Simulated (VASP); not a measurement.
A run of VASP 6.6.1 is set up as follows.

File POSCAR:

```
N
1.0
    1.9011423169      0.0000000000      0.0000000000
   -0.9505711585      1.6464375427      0.0000000000
    0.0000000000      0.0000000000      6.3078397652
N
2
Direct
    0.3333333333      0.6666666667      0.2500000000
    0.6666666667      0.3333333333      0.7500000000
```

The input INCAR.step1:

```
SYSTEM = N
PREC = Accurate ; ENCUT = 520
ISMEAR = 0 ; SIGMA = 0.1
LREAL = .FALSE. ; LASPH = .TRUE.
NELM = 100 ; NBANDS = 12
GGA = PE ; ALGO = Normal
EDIFF = 1E-4 ; LWAVE = .TRUE.
LCHARG = .FALSE.
```

INCAR.step2

```
SYSTEM = N
PREC = Accurate ; ENCUT = 520
EDIFF = 1E-6 ; ISMEAR = 0
SIGMA = 0.1 ; LREAL = .FALSE.
LASPH = .TRUE. ; NELM = 100
ALGO = Normal ; ISIF = 2
LWAVE = .FALSE. ; LCHARG = .TRUE.
METAGGA = R2SCAN ; LMIXTAU = .TRUE.
LELF = .TRUE. ; LVHAR = .TRUE.
NBANDS = 12 ; ISTART = 1
```

File KPOINTS:

```
regular mesh
0
G
  24 24 8
  0 0 0
```

Potentials or basis: VASP PAW PBE potentials, release 64 (N).

Command:

```bash
$ cat potpaw_PBE.64/N/POTCAR > POTCAR
$ cp INCAR.step1 INCAR
$ mpirun -np 1 vasp_std > vasp.out
$ cp INCAR.step2 INCAR
$ mpirun -np 1 vasp_std > vasp.out
```

Task: Predict the band gap on the k mesh.

Result: None (metal or under the smearing width).

Task: What does it give for the pressure?

Result: 0.0 GPa.

Stress tensor (GPa, compression positive):
```
 0.12  0.00  0.00
 0.00  0.12  0.00
 0.00  0.00 -0.30
```

Caveat: the PAW data sets were made with another functional, which shifts forces and pressure a little.
